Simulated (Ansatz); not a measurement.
Runs of Ansatz 0.2.0 on FeO (Wuestite). The structure is cubic, space group Fm-3m (No. 225). The conventional cell has a = 4.311 Å, b = 4.311 Å, c = 4.311 Å, α = 90.00°, β = 90.00°, γ = 90.00°. Fe (site symmetry m-3m) is surrounded by 6 O at 2.16 Å. Around O (site symmetry m-3m) lie 6 Fe at 2.16 Å. 

```tsv
task	level	potentials or basis	U	cell	k mesh	cutoff (eV)	smearing	hubbard projectors	double counting	other keys	gap on the mesh (eV)	pressure (GPa)	moment (μB)
single point	PBE	Ansatz PAW	-	as given	11 × 11 × 11	420	fermi-dirac 0.05 eV	-	-	-	none	-0.2	4.00
single point	PBE	Ansatz PAW	-	atoms moved at random, drawn with an rms of 0.05 Å	11 × 11 × 11	420	fermi-dirac 0.05 eV	-	-	-	none	0.3	4.00
single point	LDA+U	Ansatz PAW	Fe d U = 4.5 eV	cell strained at random at fixed volume	8 × 8 × 8	420	gaussian 0.02 eV	ortho-atomic (the default)	fll (the default)	-	0.96	-3.1	4.00
single point	LDA+U	JTH PAW LDA	Fe d U = 2.0 eV	volume scaled by 1.15	11 × 11 × 11	1380	tetrahedron	ortho-atomic	fll (the default)	scf.lower_state_search = off	none	(a)	4.01
```

Alike in all rows: spin collinear, ferromagnetic start.

Question: Fill in the values left out.

Answer: (a) -30.1.

Caveats: a cell with one magnetic atom can't hold antiferromagnetic order, which such compounds often take; semilocal functionals often make such compounds metallic where correlation or magnetic order opens a gap, which also shifts bond lengths (some runs); the magnetic or orbital state may not be the lowest (some runs); the PAW data sets come from PBE, with cores solved anew for the run's functional, which leaves a small shift of forces and pressure (some runs); with tetrahedron occupations forces and stress needn't match the slope of the energy (some runs).

A k mesh can miss the band edges.

A gap of «none» marks a metal or a gap under the smearing width.
